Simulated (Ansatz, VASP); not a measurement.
**One calculation of BaS, two programs**

```
CELL_PARAMETERS angstrom
0.00000 3.24622 3.24622
3.24622 0.00000 3.24622
3.24622 3.24622 0.00000
ATOMIC_POSITIONS crystal
Ba 0.00000 0.00000 0.00000
S 0.50000 0.50000 0.50000
```

Alike in both runs: task single point; functional PBE; k mesh 8 × 8 × 8; occupations gaussian, width 0.02 eV; no spin polarisation.

|  | VASP | Ansatz |
| --- | --- | --- |
| version | VASP 6.6.1 | Ansatz 0.2.0 |
| potentials or method | VASP PAW PBE potentials, release 64 (Ba_sv, S) | scalar-relativistic, plane waves, PAW |
| plane-wave cutoff (eV) | 520 | 420 |
| valence electrons in the cell | 16 | 16 |

```tsv
	VASP	Ansatz	Ansatz less VASP
gap on the k mesh at the Fermi level (eV)	2.18	2.27	+0.089
least direct gap on the mesh (eV)	2.34	2.40	+0.061
pressure (GPa)	-0.7	-1.2	-0.49
```

Caveats: spin-orbit coupling is left out, which moves the levels of the heavy elements. A hybrid or GW would open this gap; PBE tends to underestimate it. A k mesh can miss the band edges.
